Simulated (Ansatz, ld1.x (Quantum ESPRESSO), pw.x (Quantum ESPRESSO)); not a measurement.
**strontium: one change to the RRKJ potential, in the atom and in the bcc crystal**

Sr (Z = 38), norm-conserving RRKJ (Kleinman–Bylander form), made with ld1.x (Quantum ESPRESSO) 7.5 (PBE, scalar-relativistic). Core [Kr], reference 4d0 5s1.5 5p0 (charge +0.5). Waves: 5p (bound, empty): rc 3.70 bohr; 4d (bound, empty): rc 3.75 bohr; 5s (bound): rc 3.40 bohr. Local part: the s channel. Core correction: none. rho0 = 0.02.

Change: all radii scaled by about 0.93 (s 3.16, p 3.42, d 3.48 bohr).

Cutoffs, loose and tight: the cutoffs (Ry, on a coarse ladder) from which the occupation-weighted sum of valence levels, in a spherical-Bessel basis at the reference potential, stays within 10 and 1 mRy of its value at 400 Ry. They do not see the model core or the augmentation charge, which bear on the density cutoff. Test errors are all-electron minus pseudo excitation energies from the reference, over the configurations 4d0 5s2 5p0; 4d0 5s1 5p0; 4d0 5s1 5p1; 4d1 5s1 5p0; 4d0 5s0 5p1; 4d1 5s0 5p0; 4d0.5 5s1.5 5p0; variants that change the core or the reference have their own tests.

Crystal test: bcc Sr in pw.x 7.5, no spin, 10³ k-points, Fermi–Dirac smearing 0.01 Ry, cutoffs set for each file from its atomic test. The reference is all-electron LAPW (Ansatz 0.2.0) with the same functional, mesh and smearing; V0 and B0 come from Birch–Murnaghan fits to the pressures at five volumes. Errors are pseudo minus all-electron; Δ is the rms difference of the E(V) curves that follow from these fits, minima aligned, over ±6 % about the mean V0. Mesh and smearing are coarse, so the numbers serve the comparison and aren't converged zero-temperature values; the lattice is a test structure that the element need not adopt.

All-electron: a0 = 4.780 Å (V0 = 54.61 Å³/atom), B0 = 11.4 GPa.

**Question.** Does the change bring the crystal closer to the all-electron result?

**Answer.** The mean pressure error goes from -0.34 to -0.37 GPa, a small move against the size of the error.

| quantity | base | changed |
| --- | --- | --- |
| outcome (atom) | generated | generated |
| cutoff, loose (atom) | 6 Ry | 6 Ry |
| cutoff, tight (atom) | 8 Ry | 8 Ry |
| bound ghosts (atom) | none | none |
| largest test error (meV) (atom) | +536 | +563 |
| cutoffs in pw.x (Ry) | 35/140 | 35/140 |
| a0 (Å) | 4.726 | 4.721 |
| a0 error (%) | -1.14 | -1.25 |
| B0 error (%) | -11.9 | -10.6 |
| Δ (meV/atom) | 4.4 | 4.9 |
| mean pressure error (GPa) | -0.34 | -0.37 |

Base: This is a poor potential for the solid. The cutoffs count occupied waves only; the empty 4d level needs 10 Ry at the loose tolerance. Changed file: This is a poor potential for the solid. The cutoffs count occupied waves only; the empty 4d level needs 10 Ry at the loose tolerance. The atomic cutoffs weigh occupied waves only.
